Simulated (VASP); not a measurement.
# Ge8H3 in VASP: settings compared

Aim: see how the results for Ge8H3 move with the level of theory and the settings. Levels: PBE+D3(BJ), PBE, RPBE, RPBE+D3(BJ), r2SCAN+rVV10. Tasks: relaxation of the atoms, single point.

All numbers are computed with VASP 6.6.1; they aren't measurements. Logs are shortened: lines on timing, memory, paths and dates and some standing lists are left out, and cuts for length are marked.

## (1) The slab as given

The cell holds a slab with vacuum, 66 atoms: a = 11.316 Å, b = 11.316 Å, c = 23.742 Å, α = 90.00°, β = 90.00°, γ = 90.00°.

The cell was built by a generator and needn't be a form met in nature.

## (2) Relaxation of the atoms, PBE+D3(BJ)

File INCAR:

```
PREC = Accurate
ENCUT = 400
EDIFF = 1E-6
ISMEAR = 0
SIGMA = 0.05
LREAL = Auto
LASPH = True
NELM = 80
ALGO = Fast
ISIF = 2
LWAVE = False
LCHARG = False
GGA = PE
IVDW = 12
IBRION = 2
NSW = 120
EDIFFG = -0.03
ISYM = 0
LUSENCCL = False
```

File KPOINTS:

```
regular mesh
0
Gamma
  1 1 1
```

File POSCAR:

```
Ge8H3
1.0
    8.0016203359      8.0016203359      0.0000000000
   -8.0016203359      8.0016203359      0.0000000000
    0.0000000000      0.0000000000     23.7419000000
Ge H
48 18
Selective dynamics
Direct
    0.7005149941      0.2994850059      0.4246458792  T T T
    0.7994850059      0.7005149941      0.4246458792  T T T
    0.0494850059      0.9505149941      0.4385453565  T T T
    0.2994850059      0.2005149941      0.4246458792  T T T
    0.9505149941      0.5494850059      0.4524448338  T T T
    0.2005149941      0.7994850059      0.4385453565  T T T
    0.4505149941      0.0494850059      0.4524448338  T T T
    0.5494850059      0.4505149941      0.4524448338  T T T
    0.8750000000      0.3750000000      0.3831791053  T T T
    0.8750000000      0.8750000000      0.3831791053  T T T
    0.1250000000      0.1250000000      0.3831791053  T T T
    0.3750000000      0.3750000000      0.3831791053  T T T
    0.1250000000      0.6250000000      0.3831791053  T T T
    0.3750000000      0.8750000000      0.3831791053  T T T
    0.6250000000      0.1250000000      0.3831791053  T T T
    0.6250000000      0.6250000000      0.3831791053  T T T
    0.0000000000      0.2500000000      0.3236008913  T T T
    0.0000000000      0.7500000000      0.3236008913  T T T
    0.2500000000      0.0000000000      0.3236008913  T T T
    0.5000000000      0.2500000000      0.3236008913  T T T
    0.2500000000      0.5000000000      0.3236008913  T T T
    0.5000000000      0.7500000000      0.3236008913  T T T
    0.7500000000      0.0000000000      0.3236008913  T T T
    0.7500000000      0.5000000000      0.3236008913  T T T
    0.8750000000      0.1250000000      0.2640226772  T T T
    0.8750000000      0.6250000000      0.2640226772  T T T
    0.1250000000      0.8750000000      0.2640226772  T T T
    0.3750000000      0.1250000000      0.2640226772  T T T
    0.1250000000      0.3750000000      0.2640226772  T T T
    0.3750000000      0.6250000000      0.2640226772  T T T
    0.6250000000      0.8750000000      0.2640226772  T T T
    0.6250000000      0.3750000000      0.2640226772  T T T
    0.7500000000      0.2500000000      0.2044444632  T T T
    0.7500000000      0.7500000000      0.2044444632  T T T
    0.0000000000      0.0000000000      0.2044444632  T T T
    0.2500000000      0.2500000000      0.2044444632  T T T
    0.0000000000      0.5000000000      0.2044444632  T T T
    0.2500000000      0.7500000000      0.2044444632  T T T
    0.5000000000      0.0000000000      0.2044444632  T T T
    0.5000000000      0.5000000000      0.2044444632  T T T
    0.8750000000      0.3750000000      0.1448662491  F F F
    0.8750000000      0.8750000000      0.1448662491  F F F
    0.1250000000      0.1250000000      0.1448662491  F F F
    0.3750000000      0.3750000000      0.1448662491  F F F
    0.1250000000      0.6250000000      0.1448662491  F F F
    0.3750000000      0.8750000000      0.1448662491  F F F
    0.6250000000      0.1250000000      0.1448662491  F F F
    0.6250000000      0.6250000000      0.1448662491  F F F
    0.9510221023      0.2989778977      0.1052990704  F F F
    0.7989778977      0.4510221023      0.1052990704  F F F
    0.9510221023      0.7989778977      0.1052990704  F F F
    0.7989778977      0.9510221023      0.1052990704  F F F
    0.2010221023      0.0489778977      0.1052990704  F F F
    0.0489778977      0.2010221023      0.1052990704  F F F
    0.4510221023      0.2989778977      0.1052990704  F F F
    0.2989778977      0.4510221023      0.1052990704  F F F
    0.2010221023      0.5489778977      0.1052990704  F F F
    0.0489778977      0.7010221023      0.1052990704  F F F
    0.4510221023      0.7989778977      0.1052990704  F F F
    0.2989778977      0.9510221023      0.1052990704  F F F
    0.7010221023      0.0489778977      0.1052990704  F F F
    0.5489778977      0.2010221023      0.1052990704  F F F
    0.7010221023      0.5489778977      0.1052990704  F F F
    0.5489778977      0.7010221023      0.1052990704  F F F
    0.2334392888      0.7665607112      0.4981484437  T T T
    0.0165607112      0.9834392888      0.4981484437  T T T
```

Potentials or basis: VASP PAW PBE potentials, release 64 (Ge_d, H).

The run is started by

```bash
$ cat potpaw_PBE.64/Ge_d/POTCAR potpaw_PBE.64/H/POTCAR > POTCAR
$ mpirun -np 1 vasp_gam > vasp.out
```

OUTCAR:

```text
PREC = Accurate
   ENCUT = 400
   EDIFF = 1E-6
   ISMEAR = 0
   LREAL = Auto
   LASPH = True
   NELM = 80
   ISIF = 2
   GGA = PE
   IVDW = 12
   IBRION = 2
   NSW = 120
   EDIFFG = -0.03
   ISYM = 0
 IVDW          = 12

 ion  position               nearest neighbor table
   1  0.701  0.299  0.425-   9 2.37  15 2.37   8 2.51
   2  0.799  0.701  0.425-  10 2.37  16 2.37   5 2.51
   3  0.049  0.951  0.439-  66 1.51   6 2.42  11 2.52  10 2.52
   4  0.299  0.201  0.425-  11 2.37  12 2.37   7 2.51
   5  0.951  0.549  0.452-   2 2.51   9 2.71  13 2.71
   6  0.201  0.799  0.439-  65 1.51   3 2.42  14 2.52  13 2.52
   7  0.451  0.049  0.452-   4 2.51  14 2.71  15 2.71
   8  0.549  0.451  0.452-   1 2.51  12 2.71  16 2.71
   9  0.875  0.375  0.383-   1 2.37  17 2.45  24 2.45   5 2.71
  10  0.875  0.875  0.383-   2 2.37  18 2.45  23 2.45   3 2.52
  11  0.125  0.125  0.383-   4 2.37  17 2.45  19 2.45   3 2.52
  12  0.375  0.375  0.383-   4 2.37  20 2.45  21 2.45   8 2.71
  13  0.125  0.625  0.383-  18 2.45  21 2.45   6 2.52   5 2.71
  14  0.375  0.875  0.383-  19 2.45  22 2.45   6 2.52   7 2.71
[... 38 lines left out ...]
  53  0.201  0.049  0.105-  43 1.54
  54  0.049  0.201  0.105-  43 1.54
[... 10 lines left out ...]
  65  0.233  0.767  0.498-   6 1.51
  66  0.017  0.983  0.498-   3 1.51

IMPORTANT INFORMATION: All symmetrisations will be switched off!
NOSYMM: (Re-)initialisation of all symmetry stuff for point group C_1.

----------------------------------------------------------------------------------------

                                     Primitive cell

  volume of cell :    3040.1944

  direct lattice vectors                    reciprocal lattice vectors
     8.001620336  8.001620336  0.000000000     0.062487344  0.062487344 -0.000000000
    -8.001620336  8.001620336  0.000000000    -0.062487344  0.062487344  0.000000000
     0.000000000  0.000000000 23.741900000     0.000000000 -0.000000000  0.042119628

  length of vectors
    11.316000000 11.316000000 23.741900000     0.088370449  0.088370449  0.042119628

  position of ions in fractional coordinates (direct lattice)
     0.700514994  0.299485006  0.424645879
     0.799485006  0.700514994  0.424645879
     0.049485006  0.950514994  0.438545357
     0.299485006  0.200514994  0.424645879
     0.950514994  0.549485006  0.452444834
     0.200514994  0.799485006  0.438545357
[... 58 lines left out ...]
     0.233439289  0.766560711  0.498148444
     0.016560711  0.983439289  0.498148444

  ion indices of the primitive-cell ions
   primitive index   ion index
                 1           1
                 2           2
                 3           3
                 4           4
                 5           5
                 6           6
[... 58 lines left out ...]
                65          65
                66          66

----------------------------------------------------------------------------------------

 KPOINTS: regular mesh

Automatic generation of k-mesh.
[... 46 lines left out ...]
   IBRION =      2    ionic relax: 0-MD 1-quasi-New 2-CG
   NFREE  =      1    steps in history (QN), initial steepest desc. (CG)
   ISIF   =      2    stress and relaxation
   ISYM   =      0    0-nonsym 1-usesym 2-fastsym
   POTIM  = 0.5000    time-step for ionic-motion
   TEBEG  =    0.0;   TEEND  =   0.0 temperature during run
   PSTRESS=    0.0 pullay stress
   NELECT =     690.0000    total number of electrons
   NUPDOWN=      -1.0000    fix difference up-down
   EMIN   =  10.00;   EMAX   =-10.00  energy-range for DOS
   EFERMI =   0.00;   METHOD = LEGACY
   ISMEAR =     0;   SIGMA  =   0.05  broadening in eV -4-tet -1-fermi 0-gaus
   EFERMI_NEDOS =   21; number of points for ismear=-14 and -15
   IALGO  =     68    algorithm
   IMIX   =      4    mixing-type and parameters
     AMIX     =   0.40;   BMIX     =  1.00
     AMIX_MAG =   1.60;   BMIX_MAG =  1.00
  volume/ion in A,a.u.               =      46.06       310.85
  Fermi-wavevector in a.u.,A,eV,Ry     =   0.998598  1.887077 13.567705  0.997198
  Thomas-Fermi vector in A             =   2.130832
   LORBIT       =      0    0 simple, 1 ext, 2 COOP (PROOUT), +10 PAW based schemes
   GGA     = PE    functional components
   LHFCALC =     F    Hartree Fock is set to
   AEXX    =    0.0000 exact exchange contribution
   IVDW    =    12    specifies the selected vdW correction
   LEPSILON=     F    determine dielectric tensor
   LRPA    =     F    only Hartree local field effects (RPA)
 conjugate gradient relaxation of ions
 non-spin polarized calculation
 RMM-DIIS sequential band-by-band and
 Gauss-broadening in eV      SIGMA  =   0.05
  energy-cutoff  :      400.00
  volume of cell :     3040.19
 maximum number of plane-waves:     27645
 NGX is ok and might be reduce to    80
   NGX = 37   NGY = 37   NGZ = 77

--------------------------------------- Ionic step        1  -------------------------------------------

 number of electron     689.9999400 magnetization

 Free energy of the ion-electron system (eV)
  ---------------------------------------------------
  ext. energy  EPLUGINS =         0.00000000
  ---------------------------------------------------
  free energy    TOTEN  =      -262.63915088 eV

  energy without entropy =     -262.59910580  energy(sigma->0) =     -262.61912834

------------------------ aborting loop because EDIFF is reached ----------------------------------------

 Edisp (eV)  -11.66067

 E8    (eV) :    -5.2436
[... 297 lines left out ...]
  FREE ENERGIE OF THE ION-ELECTRON SYSTEM (eV)
  ---------------------------------------------------
  free  energy   TOTEN  =      -275.2754444435 eV

  energy  without entropy=     -275.2754393495  energy(sigma->0) =     -275.27544190

[... ionic steps 4 to 17 ...]

--------------------------------------- Ionic step       18  -------------------------------------------

 number of electron     689.9999943 magnetization

------------------------ aborting loop because EDIFF is reached ----------------------------------------
[... 203 lines left out ...]
--------------------------------------- Ionic step       20  -------------------------------------------

 number of electron     689.9999932 magnetization

 Free energy of the ion-electron system (eV)
  ---------------------------------------------------
  ext. energy  EPLUGINS =         0.00000000
  ---------------------------------------------------
  free energy    TOTEN  =      -264.47465747 eV

  energy without entropy =     -264.47465747  energy(sigma->0) =     -264.47465747

 E-fermi :  -1.1481     XC(G=0):  -4.3831

 val. band max:       -1.3596661579   @ k =   0.0000   0.0000   0.0000
 cond. band min:      -0.9366439406   @ k =   0.0000   0.0000   0.0000
 fundamental gap:      0.4230222173
 Fermi energy:        -1.1481221380

 k-point     1 :       0.0000    0.0000    0.0000
  band No.  band energies     occupation
      1     -25.9631      2.00000
      2     -25.9268      2.00000
      3     -25.9268      2.00000
      4     -25.8986      2.00000
      5     -25.8832      2.00000
      6     -25.8725      2.00000
[... 349 lines left out ...]
    356       0.6392      0.00000
    357       0.6879      0.00000
 [bands above 357 left out]

------------------------ aborting loop because EDIFF is reached ----------------------------------------

 Edisp (eV)  -11.57633

 E8    (eV) :    -5.2012
[... 89 lines left out ...]
  FREE ENERGIE OF THE ION-ELECTRON SYSTEM (eV)
  ---------------------------------------------------
  free  energy   TOTEN  =      -276.0509875311 eV

  energy  without entropy=     -276.0509875301  energy(sigma->0) =     -276.05098753

 reached required accuracy - stopping structural energy minimisation
```

Wall time 47 min (1 × NVIDIA H100 80GB with 1 thread of AMD EPYC 7R13 (Zen 3), shared host); peak memory 2.3 GiB.

Results:

* Free energy: -276.0510 eV
* Energy gained by relaxing: 26.5 meV/atom
* Ionic steps: 20
* Band gap on the k mesh: 0.42 eV, direct
* Dispersion energy per atom: -0.175 eV

The path:
```csv
step,energy change (eV),largest force (eV/Å),pressure (GPa)
1,0.0000,1.5867,0.55
2,-0.7876,0.9186,0.43
3,-0.9756,1.3784,0.39
4,-1.3502,0.6693,0.37
5,-1.3736,0.8762,0.37
6,-1.5377,0.3984,0.35
7,-1.5748,0.4971,0.35
8,-1.6638,0.3026,0.35
9,-1.6733,0.5490,0.35
10,-1.7056,0.2276,0.35
11,-1.7056,0.2287,0.35
12,-1.7248,0.2085,0.35
13,-1.7276,0.2180,0.35
14,-1.7424,0.2362,0.35
15,-1.7437,0.2440,0.36
16,-1.7480,0.2543,0.35
17,-1.7480,0.2535,0.35
18,-1.7500,0.2541,0.35
19,-1.7500,0.2542,0.35
20,-1.7512,0.2514,0.35
```

Final structure:
```cif
data_structure
_symmetry_space_group_name_H-M 'P 1'
_symmetry_Int_Tables_number 1
_cell_length_a 11.3160
_cell_length_b 11.3160
_cell_length_c 23.7419
_cell_angle_alpha 90.000
_cell_angle_beta 90.000
_cell_angle_gamma 90.000
_cell_volume 3040.19
loop_
_atom_site_label
_atom_site_type_symbol
_atom_site_fract_x
_atom_site_fract_y
_atom_site_fract_z
_atom_site_occupancy
Ge1 Ge 0.68758 0.31242 0.41964 1
Ge2 Ge 0.81082 0.68208 0.42003 1
Ge3 Ge 0.04994 0.95006 0.43706 1
Ge4 Ge 0.31792 0.18918 0.42003 1
Ge5 Ge 0.96653 0.53522 0.45564 1
Ge6 Ge 0.20707 0.79293 0.43536 1
Ge7 Ge 0.46478 0.03347 0.45564 1
Ge8 Ge 0.53602 0.46398 0.45585 1
Ge9 Ge 0.87730 0.38985 0.38605 1
Ge10 Ge 0.88092 0.87176 0.38347 1
Ge11 Ge 0.12824 0.11908 0.38347 1
Ge12 Ge 0.38809 0.38066 0.38660 1
Ge13 Ge 0.11052 0.62748 0.38644 1
Ge14 Ge 0.37252 0.88948 0.38644 1
Ge15 Ge 0.61015 0.12270 0.38605 1
Ge16 Ge 0.61934 0.61191 0.38660 1
Ge17 Ge 0.99807 0.25201 0.32881 1
Ge18 Ge 0.00154 0.74817 0.31789 1
Ge19 Ge 0.25183 0.99846 0.31789 1
Ge20 Ge 0.49847 0.24998 0.31841 1
Ge21 Ge 0.24769 0.50242 0.33080 1
Ge22 Ge 0.49758 0.75231 0.33080 1
Ge23 Ge 0.74799 0.00193 0.32881 1
Ge24 Ge 0.75002 0.50152 0.31841 1
Ge25 Ge 0.87314 0.12686 0.26732 1
Ge26 Ge 0.87589 0.62479 0.25964 1
Ge27 Ge 0.12410 0.87590 0.25992 1
Ge28 Ge 0.37521 0.12411 0.25964 1
Ge29 Ge 0.12721 0.37457 0.26796 1
Ge30 Ge 0.37253 0.62747 0.26845 1
Ge31 Ge 0.62543 0.87279 0.26796 1
Ge32 Ge 0.62271 0.37729 0.26028 1
Ge33 Ge 0.75032 0.24968 0.20369 1
Ge34 Ge 0.74830 0.75155 0.20345 1
Ge35 Ge 0.99661 0.00339 0.20392 1
Ge36 Ge 0.24845 0.25170 0.20345 1
Ge37 Ge 0.00320 0.49681 0.20397 1
Ge38 Ge 0.25110 0.74890 0.20344 1
Ge39 Ge 0.50319 0.99680 0.20397 1
Ge40 Ge 0.49541 0.50459 0.20413 1
Ge41 Ge 0.87500 0.37500 0.14487 1
Ge42 Ge 0.87500 0.87500 0.14487 1
Ge43 Ge 0.12500 0.12500 0.14487 1
Ge44 Ge 0.37500 0.37500 0.14487 1
Ge45 Ge 0.12500 0.62500 0.14487 1
Ge46 Ge 0.37500 0.87500 0.14487 1
Ge47 Ge 0.62500 0.12500 0.14487 1
Ge48 Ge 0.62500 0.62500 0.14487 1
H1 H 0.95102 0.29898 0.10530 1
H2 H 0.79898 0.45102 0.10530 1
H3 H 0.95102 0.79898 0.10530 1
H4 H 0.79898 0.95102 0.10530 1
H5 H 0.20102 0.04898 0.10530 1
H6 H 0.04898 0.20102 0.10530 1
H7 H 0.45102 0.29898 0.10530 1
H8 H 0.29898 0.45102 0.10530 1
H9 H 0.20102 0.54898 0.10530 1
H10 H 0.04898 0.70102 0.10530 1
H11 H 0.45102 0.79898 0.10530 1
H12 H 0.29898 0.95102 0.10530 1
H13 H 0.70102 0.04898 0.10530 1
H14 H 0.54898 0.20102 0.10530 1
H15 H 0.70102 0.54898 0.10530 1
H16 H 0.54898 0.70102 0.10530 1
H17 H 0.23484 0.76516 0.49808 1
H18 H 0.01277 0.98723 0.49758 1
```

As with any semilocal functional, this PBE gap is likely too small.

## (3) Single point, PBE

File INCAR:

```
SYSTEM = Ge8H3
PREC     = Accurate       ! precision mode
ENCUT    = 400            ! plane-wave cutoff, eV
EDIFF    = 1E-6           ! SCF threshold, eV
ISMEAR   = 0              ! smearing method
SIGMA    = 0.05           ! smearing width, eV
LREAL    = Auto         
LASPH    = .TRUE.         ! aspherical terms in the spheres
NELM     = 80             ! most SCF steps
ALGO     = Fast           ! electronic algorithm
ISIF     = 2              ! what is computed and relaxed
LWAVE    = .FALSE.        ! write WAVECAR
LCHARG   = .FALSE.        ! write CHGCAR
GGA      = PE             ! functional
NBANDS   = 384            ! bands
ISYM     = 0            
LUSENCCL = .FALSE.
```

File KPOINTS:

```
Automatic mesh
0
G
  1 1 1
  0 0 0
```

File POSCAR:

```
Ge8H3                                   
1.0
    8.0016203359      8.0016203359      0.0000000000
   -8.0016203359      8.0016203359      0.0000000000
    0.0000000000      0.0000000000     23.7419000000
  Ge              H             
    48    18
Selective dynamics
Direct
     0.6875835215621836    0.3124163791264033    0.4196392070356922   T   T   T
     0.8108231898332170    0.6820820947238528    0.4200289352946947   T   T   T
     0.0499429827063537    0.9500566063550812    0.4370566090816452   T   T   T
     0.3179178027234850    0.1891767371443711    0.4200288945797808   T   T   T
     0.9665269427654434    0.5352153674863408    0.4556358505441504   T   T   T
     0.2070677990828786    0.7929321243643999    0.4353600073346579   T   T   T
[... 32 lines left out ...]
     0.5031924531137729    0.9968047393984113    0.2039725230817569   T   T   T
     0.4954119236772491    0.5045881042460232    0.2041311433524022   T   T   T
     0.8750000000000000    0.3750000000000000    0.1448662490999979   F   F   F
     0.8750000000000000    0.8750000000000000    0.1448662490999979   F   F   F
     0.1250000000000000    0.1250000000000000    0.1448662490999979   F   F   F
     0.3750000000000000    0.3750000000000000    0.1448662490999979   F   F   F
     0.1250000000000000    0.6250000000000000    0.1448662490999979   F   F   F
     0.3750000000000000    0.8750000000000000    0.1448662490999979   F   F   F
[... 16 lines left out ...]
     0.7010221023000014    0.5489778976999986    0.1052990704000010   F   F   F
     0.5489778976999986    0.7010221023000014    0.1052990704000010   F   F   F
     0.2348406368963599    0.7651592717282402    0.4980766919192956   T   T   T
     0.0127687732302963    0.9872309739267852    0.4975774223646839   T   T   T
```

Potentials or basis: VASP PAW PBE potentials, release 64 (Ge_d, H).

The run is started by

```bash
$ cat potpaw_PBE.64/Ge_d/POTCAR potpaw_PBE.64/H/POTCAR > POTCAR
$ mpirun -np 1 vasp_gam > vasp.out
```

It took 4.8 min on 1 × NVIDIA H100 80GB with 1 thread of AMD EPYC 7R13 (Zen 3), shared host; peak memory 2.1 GiB.

Results (log left out):

```
Free energy            : -264.4747 eV
Largest force          : 0.280 eV/Å
Band gap on the k mesh : 0.42 eV, direct
```

Forces in eV/Å, atoms in the order of the input:
```
Ge  -0.104  0.000  0.033
Ge   0.116  0.000  0.009
Ge  -0.018  0.000  0.092
Ge   0.116  0.000  0.009
Ge  -0.026  0.006  0.048
Ge   0.002  0.000  0.068
Ge  -0.026 -0.006  0.048
Ge   0.029  0.000  0.061
Ge  -0.013 -0.005  0.087
Ge   0.012 -0.022  0.070
Ge   0.012  0.022  0.070
Ge   0.016 -0.010  0.083
Ge   0.001 -0.035  0.071
Ge   0.001  0.035  0.071
Ge  -0.013  0.005  0.087
Ge   0.016  0.010  0.083
Ge   0.004 -0.003  0.032
Ge  -0.008 -0.022  0.064
Ge  -0.008  0.022  0.064
Ge  -0.009 -0.003  0.088
Ge   0.017  0.009  0.019
Ge   0.017 -0.009  0.019
Ge   0.004  0.003  0.032
Ge  -0.009  0.003  0.088
Ge   0.001  0.000 -0.009
Ge  -0.001 -0.006 -0.011
Ge   0.001  0.000 -0.018
Ge  -0.001  0.006 -0.011
Ge  -0.003  0.002 -0.007
Ge  -0.003  0.000 -0.005
Ge  -0.003 -0.002 -0.007
Ge   0.007  0.000 -0.022
Ge  -0.001  0.000 -0.067
Ge  -0.002  0.001 -0.057
Ge   0.004  0.000 -0.063
Ge  -0.002 -0.001 -0.057
Ge  -0.002 -0.002 -0.059
Ge   0.010  0.000 -0.045
Ge  -0.002  0.002 -0.059
Ge   0.005  0.000 -0.048
Ge   0.193  0.027 -0.111
Ge  -0.245  0.003 -0.137
Ge  -0.245 -0.003 -0.137
Ge  -0.237  0.030 -0.126
Ge   0.190 -0.015 -0.132
Ge   0.190  0.015 -0.132
Ge   0.193 -0.027 -0.111
Ge  -0.237 -0.030 -0.126
H   -0.078 -0.036 -0.012
H    0.047  0.020  0.038
H   -0.042  0.008  0.041
H    0.086 -0.012 -0.029
H   -0.042 -0.008  0.041
H    0.086  0.012 -0.029
H   -0.044  0.020  0.038
H    0.101 -0.019 -0.021
H   -0.094  0.013 -0.014
H    0.052 -0.015  0.028
H   -0.094 -0.013 -0.014
H    0.052  0.015  0.028
H   -0.078  0.036 -0.012
H    0.047 -0.020  0.038
H   -0.044 -0.020  0.038
H    0.101  0.019 -0.021
H    0.018  0.000  0.022
H   -0.010  0.000 -0.002
```

Levels at points of the mesh, in eV from the valence-band top:
```tsv
k point	band 341	band 342	band 343	band 344	band 345	band 346	band 347	band 348	band 349	band 350
(0.00, 0.00, 0.00)	-0.44	-0.37	-0.26	-0.22	0.00	0.42	0.86	1.03	1.18	1.31
```

A hybrid or GW would open this gap; PBE tends to underestimate it.

[end of part 1 of 2]
